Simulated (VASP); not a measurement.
# Ag (Im-3m) in VASP: settings compared

Aim: see how the results for Ag move with the level of theory and the settings. Levels: PBE, PBEsol, PBEsol+D3. Tasks: relaxation of cell and atoms.

Everything below comes from runs of VASP 6.6.1. Logs are shortened: lines on timing, memory, paths and dates and some standing lists are left out, and cuts for length are marked.

### Step 1. Starting point

The structure is cubic, space group Im-3m (No. 229). The conventional cell has a = 3.311 Å, b = 3.311 Å, c = 3.311 Å, α = 90.00°, β = 90.00°, γ = 90.00°. Ag (site symmetry m-3m) has 8 Ag at 2.87 Å as nearest neighbours.

This isn't the form of Ag at room conditions, which is fcc.

### Step 2. Relaxation of cell and atoms, PBE

Contents of INCAR:

```
SYSTEM = Ag
PREC = Accurate
ENCUT = 600
EDIFF = 1E-7
ISMEAR = -1
SIGMA = 0.05
LREAL = .False.
LASPH = .True.
NELM = 100
ALGO = Fast
ISIF = 3
LWAVE = .False.
LCHARG = .False.
GGA = PE
IBRION = 2
NSW = 40
EDIFFG = -0.005
PSTRESS = 0
```

Contents of KPOINTS:

```
regular mesh
0
Gamma
  11 11 11
  0 0 0
```

Contents of POSCAR:

```
Ag
1.0
   -1.6556540000      1.6556540000      1.6556540000
    1.6556540000     -1.6556540000      1.6556540000
    1.6556540000      1.6556540000     -1.6556540000
Ag
1
Direct
    0.0000000000      0.0000000000      0.0000000000
```

Potentials or basis: VASP PAW PBE potentials, release 64 (Ag).

Run with:

```
$ cat potpaw_PBE.64/Ag/POTCAR > POTCAR
$ mpirun -np 1 vasp_std > vasp.out
```

OUTCAR:

```text
SYSTEM = Ag
   PREC = Accurate
   ENCUT = 600
   EDIFF = 1E-7
   ISMEAR = -1
   LREAL = .False.
   LASPH = .True.
   NELM = 100
   ISIF = 3
   GGA = PE
   IBRION = 2
   NSW = 40
   EDIFFG = -0.005
   PSTRESS = 0

 ion  position               nearest neighbor table
   1  0.000  0.000  0.000-

  LATTYP: Found a body centered cubic cell.
 ALAT       =     3.3113080000

  Lattice vectors:

 A1 = (  -1.6556540000,   1.6556540000,   1.6556540000)
 A2 = (   1.6556540000,  -1.6556540000,   1.6556540000)
 A3 = (   1.6556540000,   1.6556540000,  -1.6556540000)

Analysis of symmetry for initial positions (statically):
=====================================================================
 Subroutine PRICEL returns:
 Original cell was already a primitive cell.

 Routine SETGRP: Setting up the symmetry group for a
 body centered cubic supercell.

 Subroutine GETGRP returns: Found 48 space group operations
 (whereof 48 operations were pure point group operations)
 out of a pool of 48 trial point group operations.

The static configuration has the point symmetry O_h .

Analysis of symmetry for dynamics (positions and initial velocities):
=====================================================================
 Subroutine PRICEL returns:
 Original cell was already a primitive cell.

 Routine SETGRP: Setting up the symmetry group for a
 body centered cubic supercell.

 Subroutine GETGRP returns: Found 48 space group operations
 (whereof 48 operations were pure point group operations)
 out of a pool of 48 trial point group operations.

The dynamic configuration has the point symmetry O_h .

 Subroutine INISYM returns: Found 48 space group operations
 (whereof 48 operations are pure point group operations),
 and found     1 'primitive' translations

----------------------------------------------------------------------------------------

                                     Primitive cell

  volume of cell :      18.1538

  direct lattice vectors                    reciprocal lattice vectors
    -1.655654000  1.655654000  1.655654000     0.000000000  0.301995465  0.301995465
     1.655654000 -1.655654000  1.655654000     0.301995465  0.000000000  0.301995465
     1.655654000  1.655654000 -1.655654000     0.301995465  0.301995465  0.000000000

  length of vectors
     2.867676848  2.867676848  2.867676848     0.427086083  0.427086083  0.427086083

  position of ions in fractional coordinates (direct lattice)
     0.000000000  0.000000000  0.000000000

  ion indices of the primitive-cell ions
   primitive index   ion index
                 1           1

----------------------------------------------------------------------------------------

 KPOINTS: regular mesh

Automatic generation of k-mesh.
 Grid dimensions read from file:
 generate k-points for:   11   11   11

 Generating k-lattice:

  Cartesian coordinates                     Fractional coordinates (reciprocal lattice)
     0.000000000  0.027454133  0.027454133     0.090909091  0.000000000  0.000000000
     0.027454133  0.000000000  0.027454133     0.000000000  0.090909091  0.000000000
     0.027454133  0.027454133  0.000000000     0.000000000  0.000000000  0.090909091

  Length of vectors
     0.038826008  0.038826008  0.038826008

  Shift w.r.t. Gamma in fractional coordinates (k-lattice)
     0.000000000  0.000000000  0.000000000

 Subroutine IBZKPT returns following result:
 ===========================================

 Found     56 irreducible k-points:

 Following reciprocal coordinates:
            Coordinates               Weight
  0.000000  0.000000  0.000000      1.000000
  0.090909  0.000000  0.000000     12.000000
  0.181818  0.000000  0.000000     12.000000
  0.272727  0.000000  0.000000     12.000000
  0.363636  0.000000  0.000000     12.000000
  0.454545  0.000000  0.000000     12.000000
[... 16 lines left out ...]
  0.272727  0.181818  0.090909     48.000000
  0.363636  0.181818  0.090909     24.000000
 [... further k-points ...]
   k-points           NKPTS =     56   k-points in BZ     NKDIM =     56   number of bands    NBANDS=      9
   number of dos      NEDOS =    301   number of ions     NIONS =      1
   total plane-waves  NPLWV =  13824
   dimension x,y,z NGX =    24 NGY =   24 NGZ =   24
   dimension x,y,z NGXF=    48 NGYF=   48 NGZF=   48
   ions per type =               1
   NGX,Y,Z   is equivalent  to a cutoff of  13.91, 13.91, 13.91 a.u.
   NGXF,Y,Z  is equivalent  to a cutoff of  27.83, 27.83, 27.83 a.u.
 SYSTEM =  Ag
   PREC   = accura    normal or accurate (medium, high low for compatibility)
   ISTART =      0    job   : 0-new  1-cont  2-samecut
   ICHARG =      2    charge: 1-file 2-atom 10-const
   ISPIN  =      1    spin polarized calculation?
   LNONCOLLINEAR =      F non collinear calculations
   LSORBIT =      F    spin-orbit coupling
   LASPH  =      T    aspherical Exc in radial PAW
   ENCUT  =  600.0 eV  44.10 Ry    6.64 a.u.   5.73  5.73  5.73*2*pi/ulx,y,z
   NELM   =    100;   NELMIN=  2; NELMDL= -5     # of ELM steps
   EDIFF  = 0.1E-06   stopping-criterion for ELM
   LREAL  =      F    real-space projection
   EDIFFG = -.5E-02   stopping-criterion for IOM
   NSW    =     40    number of steps for IOM
   IBRION =      2    ionic relax: 0-MD 1-quasi-New 2-CG
   NFREE  =      1    steps in history (QN), initial steepest desc. (CG)
   ISIF   =      3    stress and relaxation
   ISYM   =      2    0-nonsym 1-usesym 2-fastsym
   POTIM  = 0.5000    time-step for ionic-motion
   TEBEG  =    0.0;   TEEND  =   0.0 temperature during run
   PSTRESS=    0.0 pullay stress
   NELECT =      11.0000    total number of electrons
   NUPDOWN=      -1.0000    fix difference up-down
   EMIN   =  10.00;   EMAX   =-10.00  energy-range for DOS
   EFERMI =   0.00;   METHOD = LEGACY
   ISMEAR =    -1;   SIGMA  =   0.05  broadening in eV -4-tet -1-fermi 0-gaus
   EFERMI_NEDOS =   21; number of points for ismear=-14 and -15
   IALGO  =     68    algorithm
   IMIX   =      4    mixing-type and parameters
     AMIX     =   0.40;   BMIX     =  1.00
     AMIX_MAG =   1.60;   BMIX_MAG =  1.00
  volume/ion in A,a.u.               =      18.15       122.51
  Fermi-wavevector in a.u.,A,eV,Ry     =   1.385318  2.617871 26.111022  1.919106
  Thomas-Fermi vector in A             =   2.509739
   LORBIT       =      0    0 simple, 1 ext, 2 COOP (PROOUT), +10 PAW based schemes
   GGA     = PE    functional components
   LHFCALC =     F    Hartree Fock is set to
   AEXX    =    0.0000 exact exchange contribution
   IVDW    =     0    specifies the selected vdW correction
   LEPSILON=     F    determine dielectric tensor
   LRPA    =     F    only Hartree local field effects (RPA)
 conjugate gradient relaxation of ions
 non-spin polarized calculation
 RMM-DIIS sequential band-by-band and
  energy-cutoff  :      600.00
  volume of cell :       18.15
 maximum number of plane-waves:       621
   NGX = 11   NGY = 11   NGZ = 11

--------------------------------------- Ionic step        1  -------------------------------------------

 number of electron      11.0000001 magnetization

 Free energy of the ion-electron system (eV)
  ---------------------------------------------------
  ext. energy  EPLUGINS =         0.00000000
  ---------------------------------------------------
  free energy    TOTEN  =        -2.69553073 eV

  energy without entropy =       -2.69214380  energy(sigma->0) =       -2.69383726

------------------------ aborting loop because EDIFF is reached ----------------------------------------

  FORCE on cell =-STRESS in cart. coord.  units (eV):
  Direction    XX          YY          ZZ          XY          YZ          ZX
  --------------------------------------------------------------------------------------
  -------------------------------------------------------------------------------------
  Total       -0.1030438     -0.1030438     -0.1030438      0.0000000      0.0000000      0.0000000
  in kB       -9.0941857     -9.0941857     -9.0941857      0.0000000      0.0000000      0.0000000
  external PRESSURE =      -9.0941857 kB  Pullay stress =       0.0000000 kB
[... 55 lines left out ...]
  energy  without entropy=       -2.6925636167  energy(sigma->0) =       -2.69429767

--------------------------------------- Ionic step        3  -------------------------------------------

 number of electron      11.0000003 magnetization

 Free energy of the ion-electron system (eV)
  ---------------------------------------------------
  ext. energy  EPLUGINS =         0.00000000
  ---------------------------------------------------
  free energy    TOTEN  =        -2.69611730 eV

  energy without entropy =       -2.69267280  energy(sigma->0) =       -2.69439505

 E-fermi :   7.7221     XC(G=0): -11.9014

 val. band max:        7.6941359967   @ k =  -0.3636   0.4545   0.0909
 cond. band min:       7.9101635829   @ k =  -0.4545   0.4545   0.0909
 fundamental gap:      0.2160275861
 Fermi energy:         7.7221452338

 k-point     1 :       0.0000    0.0000    0.0000
  band No.  band energies     occupation
      1       0.3431      2.00000
      2       2.9991      2.00000
      3       2.9991      2.00000
      4       2.9991      2.00000
      5       4.2234      2.00000
      6       4.2234      2.00000
      7      25.5237      0.00000
      8      25.5237      0.00000
      9      25.5237      0.00000
[... 265 lines left out ...]
 k-point    24 :       0.3636    0.1818    0.0909
  band No.  band energies     occupation
      1       2.1786      2.00000
      2       2.4506      2.00000
      3       3.6634      2.00000
      4       4.2643      2.00000
      5       4.3732      2.00000
      6      10.4471      0.00000
      7      11.9563      0.00000
      8      16.3494      0.00000
      9      18.8509      0.00000

 [... further k-points ...]

------------------------ aborting loop because EDIFF is reached ----------------------------------------

  FORCE on cell =-STRESS in cart. coord.  units (eV):
  Direction    XX          YY          ZZ          XY          YZ          ZX
  --------------------------------------------------------------------------------------
  -------------------------------------------------------------------------------------
  Total        0.0032857      0.0032857      0.0032857     -0.0000000      0.0000000      0.0000000
  in kB        0.2931270      0.2931270      0.2931270     -0.0000000      0.0000000      0.0000000
  external PRESSURE =       0.2931270 kB  Pullay stress =       0.0000000 kB
[... 16 lines left out ...]
  FREE ENERGIE OF THE ION-ELECTRON SYSTEM (eV)
  ---------------------------------------------------
  free  energy   TOTEN  =        -2.6961172980 eV

  energy  without entropy=       -2.6926727954  energy(sigma->0) =       -2.69439505

 reached required accuracy - stopping structural energy minimisation
```

Run time: 19 s. Hardware: 1 thread of Intel Xeon Platinum 8259CL at 2.50GHz (Skylake/Cascade Lake), shared host; peak memory 0.15 GiB.

What came out:

```yaml
Free_energy: -2.6961 eV
Relaxed_volume: 17.96 Å³/atom
Relaxed_cell: a = 2.857 Å, b = 2.857 Å, c = 2.857 Å, α = 109.47°, β = 109.47°, γ = 109.47°
Space_group_after_relaxing_to_0.05_Å: Im-3m (No. 229)
Energy_gained_by_relaxing: 0.6 meV/atom
Ionic_steps: 3
Pressure_after_relaxing: 0.0 GPa
Band_gap_on_the_k_mesh: none (metal or under the smearing width)
```

The path:
```tsv
step	energy change (eV)	largest force (eV/Å)	pressure (GPa)	volume (Å³)
1	0.0000	0.0000	-0.91	18.15
2	-0.0005	0.0000	0.53	17.88
3	-0.0006	0.0000	0.03	17.96
```

Final structure:
```xyz
1
Lattice="-1.6497 1.6497 1.6497 1.6497 -1.6497 1.6497 1.6497 1.6497 -1.6497" Properties=species:S:1:pos:R:3 pbc="T T T"
Ag    0.0000    0.0000    0.0000
```

Levels at points of the mesh, in eV from the Fermi level:
```tsv
k point	band 2	band 3	band 4	band 5	band 6	band 7	band 8	band 9
(0.00, 0.00, 0.00)	-4.72	-4.72	-4.72	-3.50	-3.50	17.80	17.80	17.80
```

### Step 3. Relaxation of cell and atoms, PBE

Edit INCAR of step 2 so:

```diff
@@ -18 +18,2 @@
 PSTRESS = 0
+POTIM = 0.8
```

Contents of KPOINTS:

```
regular mesh
0
Monkhorst
  11 11 11
  0 0 0
```

POSCAR is that of step 2.

Potentials or basis: VASP PAW PBE potentials, release 64 (Ag).

Run with:

```
$ cat potpaw_PBE.64/Ag/POTCAR > POTCAR
$ mpirun -np 1 vasp_std > vasp.out
```

OUTCAR:

```text
SYSTEM = Ag
   PREC = Accurate
   ENCUT = 600
   EDIFF = 1E-7
   ISMEAR = -1
   LREAL = .False.
   LASPH = .True.
   NELM = 100
   ISIF = 3
   GGA = PE
   IBRION = 2
   NSW = 40
   EDIFFG = -0.005
   PSTRESS = 0
   POTIM = 0.8

 ion  position               nearest neighbor table
   1  0.000  0.000  0.000-

  LATTYP: Found a body centered cubic cell.
 ALAT       =     3.3113080000

  Lattice vectors:

 A1 = (  -1.6556540000,   1.6556540000,   1.6556540000)
 A2 = (   1.6556540000,  -1.6556540000,   1.6556540000)
 A3 = (   1.6556540000,   1.6556540000,  -1.6556540000)

Analysis of symmetry for initial positions (statically):
=====================================================================
 Subroutine PRICEL returns:
 Original cell was already a primitive cell.

 Routine SETGRP: Setting up the symmetry group for a
 body centered cubic supercell.

 Subroutine GETGRP returns: Found 48 space group operations
 (whereof 48 operations were pure point group operations)
 out of a pool of 48 trial point group operations.

The static configuration has the point symmetry O_h .

Analysis of symmetry for dynamics (positions and initial velocities):
=====================================================================
 Subroutine PRICEL returns:
 Original cell was already a primitive cell.

 Routine SETGRP: Setting up the symmetry group for a
 body centered cubic supercell.

 Subroutine GETGRP returns: Found 48 space group operations
 (whereof 48 operations were pure point group operations)
 out of a pool of 48 trial point group operations.

The dynamic configuration has the point symmetry O_h .

 Subroutine INISYM returns: Found 48 space group operations
 (whereof 48 operations are pure point group operations),
[... 127 lines left out ...]
 RMM-DIIS sequential band-by-band and
  energy-cutoff  :      600.00
  volume of cell :       18.15
 maximum number of plane-waves:       621
   NGX = 11   NGY = 11   NGZ = 11

--------------------------------------- Ionic step        1  -------------------------------------------

 number of electron      11.0000001 magnetization

 Free energy of the ion-electron system (eV)
  ---------------------------------------------------
  ext. energy  EPLUGINS =         0.00000000
  ---------------------------------------------------
  free energy    TOTEN  =        -2.69553073 eV

  energy without entropy =       -2.69214380  energy(sigma->0) =       -2.69383726

------------------------ aborting loop because EDIFF is reached ----------------------------------------

  FORCE on cell =-STRESS in cart. coord.  units (eV):
  Direction    XX          YY          ZZ          XY          YZ          ZX
  --------------------------------------------------------------------------------------
  -------------------------------------------------------------------------------------
  Total       -0.1030438     -0.1030438     -0.1030438      0.0000000      0.0000000      0.0000000
  in kB       -9.0941857     -9.0941857     -9.0941857      0.0000000      0.0000000      0.0000000
  external PRESSURE =      -9.0941857 kB  Pullay stress =       0.0000000 kB
[... 57 lines left out ...]
--------------------------------------- Ionic step        3  -------------------------------------------

 number of electron      11.0000003 magnetization

 Free energy of the ion-electron system (eV)
  ---------------------------------------------------
  ext. energy  EPLUGINS =         0.00000000
  ---------------------------------------------------
  free energy    TOTEN  =        -2.69611748 eV

  energy without entropy =       -2.69267216  energy(sigma->0) =       -2.69439482

 E-fermi :   7.7238     XC(G=0): -11.9023

 val. band max:        7.6958196017   @ k =  -0.3636   0.4545   0.0909
 cond. band min:       7.9116927512   @ k =  -0.4545   0.4545   0.0909
 fundamental gap:      0.2158731496
 Fermi energy:         7.7238389365

 k-point     1 :       0.0000    0.0000    0.0000
  band No.  band energies     occupation
      1       0.3438      2.00000
      2       3.0004      2.00000
      3       3.0004      2.00000
      4       3.0004      2.00000
      5       4.2250      2.00000
      6       4.2250      2.00000
      7      25.5259      0.00000
      8      25.5259      0.00000
      9      25.5259      0.00000
[... 265 lines left out ...]
 k-point    24 :       0.3636    0.1818    0.0909
  band No.  band energies     occupation
      1       2.1797      2.00000
      2       2.4517      2.00000
      3       3.6648      2.00000
      4       4.2659      2.00000
      5       4.3748      2.00000
      6      10.4490      0.00000
      7      11.9586      0.00000
      8      16.3518      0.00000
      9      18.8534      0.00000

 [... further k-points ...]

------------------------ aborting loop because EDIFF is reached ----------------------------------------

  FORCE on cell =-STRESS in cart. coord.  units (eV):
  Direction    XX          YY          ZZ          XY          YZ          ZX
  --------------------------------------------------------------------------------------
  -------------------------------------------------------------------------------------
  Total        0.0013002      0.0013002      0.0013002     -0.0000000     -0.0000000     -0.0000000
  in kB        0.1160056      0.1160056      0.1160056     -0.0000000     -0.0000000     -0.0000000
  external PRESSURE =       0.1160056 kB  Pullay stress =       0.0000000 kB
[... 16 lines left out ...]
  FREE ENERGIE OF THE ION-ELECTRON SYSTEM (eV)
  ---------------------------------------------------
  free  energy   TOTEN  =        -2.6961174824 eV

  energy  without entropy=       -2.6926721610  energy(sigma->0) =       -2.69439482

 reached required accuracy - stopping structural energy minimisation
```

CONTCAR:

```text
Ag
   1.00000000000000
    -1.6496417672174213    1.6496417672174213    1.6496417672174213
     1.6496417672174213   -1.6496417672174213    1.6496417672174213
     1.6496417672174213    1.6496417672174213   -1.6496417672174213
  Ag
     1
Direct
     0.0000000000000000    0.0000000000000000    0.0000000000000000

  0.00000000E+00  0.00000000E+00  0.00000000E+00
```

Wall time 23 s (1 thread of Intel Xeon Platinum 8259CL at 2.50GHz (Skylake/Cascade Lake), shared host); peak memory 0.15 GiB.

Results:

```
Free energy                            : -2.6961 eV
Relaxed volume                         : 17.96 Å³/atom
Relaxed cell                           : a = 2.857 Å, b = 2.857 Å, c = 2.857 Å, α = 109.47°, β = 109.47°, γ = 109.47°
Space group after relaxing (to 0.05 Å) : Im-3m (No. 229)
Energy gained by relaxing              : 0.6 meV/atom
Ionic steps                            : 3
Pressure after relaxing                : 0.0 GPa
```

The path:
| step | energy change (eV) | largest force (eV/Å) | pressure (GPa) | volume (Å³) |
| --- | --- | --- | --- | --- |
| 1 | 0.0000 | 0.0000 | -0.91 | 18.15 |
| 2 | 0.0003 | 0.0000 | 1.23 | 17.72 |
| 3 | -0.0006 | 0.0000 | 0.01 | 17.96 |

Final structure:
```
Ag
1.0
    -1.64964    1.64964    1.64964
     1.64964   -1.64964    1.64964
     1.64964    1.64964   -1.64964
Ag
1
Direct
  0.00000 0.00000 0.00000
```

[end of part 1 of 2]
